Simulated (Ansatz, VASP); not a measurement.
One calculation of Mg, two programs

```
Mg
1.0
     3.19564    0.00000    0.00000
    -1.59782    2.76751    0.00000
     0.00000    0.00000    5.18845
Mg
2
Direct
  0.33333 0.66667 0.25000
  0.66667 0.33333 0.75000
```

Alike in both runs: functional PBE; k mesh 21 × 21 × 12; occupations gaussian, width 0.1 eV; no spin polarisation.

Ansatz relaxed the structure, and its values are those at the end. VASP's run is a single point on that final structure, the one shown.

```csv
,VASP,Ansatz
version,VASP 6.6.1,Ansatz 0.2.0
potentials or method,"VASP PAW PBE potentials, release 64 (Mg)","scalar-relativistic, plane waves, PAW"
plane-wave cutoff (eV),520,420
valence electrons in the cell,4,20
```

VASP gave:

* gap on the k mesh at the Fermi level (eV): none
* pressure (GPa): -0.1

Q: Estimate Ansatz's values.

A: gap on the k mesh at the Fermi level (eV): none; pressure (GPa): 0.0.

A gap of «none» marks a metal or a gap that the smearing closes. The two sets of potentials don't hold the same shells in valence.
